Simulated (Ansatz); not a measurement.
The calculation used DFT, RPBE, plane waves (420 eV) with PAW, scalar-relativistic (Ansatz 0.2.0). The PAW files were generated under PBE, with cores re-solved for the functional.

An element in the diamond structure gives this curve. The cell is scaled uniformly from the relaxed one, with fractional coordinates and shape fixed. Energies are extrapolated to zero smearing, pressures are those at the given smearing. Magnetic state: spin not included.

```csv
V (Å³/atom),E − E₀ (meV/atom),P (GPa)
27.052,77.2,7.81
28.281,30.7,4.45
29.511,6.8,1.91
30.740,0.0,0.00
31.970,5.9,-1.44
33.200,21.2,-2.51
34.429,43.6,-3.32
```

Question: Which element is it?
A. aluminium
B. selenium
C. silver
D. gold

Answer: D. Its fit is V₀ = 30.73 Å³/atom, B₀ = 41 GPa, B₀′ = 6.3.
